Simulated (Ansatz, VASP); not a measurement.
## Tl: VASP beside Ansatz

```
Tl
1.0
     3.45122    0.00000    0.00000
    -1.72561    2.98885    0.00000
     0.00000    0.00000    5.53671
Tl
2
Cartesian
  0.0000 1.9926 1.3842
  1.7256 0.9963 4.1525
```

Alike in both runs: functional PBEsol; k mesh 11 × 11 × 6; occupations fermi-dirac, width 0.05 eV; no spin polarisation.

Ansatz relaxed the structure, and its values are those at the end. VASP's run is a single point on that final structure, the one shown.

```csv
,VASP,Ansatz
version,VASP 6.6.1,Ansatz 0.2.0
potentials or method,"VASP PAW PBE potentials, release 64 (Tl_d)","PAW with Ansatz's default frozen-core files, scalar-relativistic"
plane-wave cutoff (eV),520,420
valence electrons in the cell,26,26
```

|  | VASP | Ansatz | Ansatz less VASP |
| --- | --- | --- | --- |
| pressure (GPa) | -0.1 | 0.0 | +0.07 |

With one functional, cell and mesh, what is left measures potentials, basis and numerics. Ansatz warned: «gradients_without_spin_orbit».

Caveats: the PAW data sets were made with another functional, which shifts forces and pressure a little (VASP). The runs have no spin-orbit coupling, so splittings on Tl are missing.
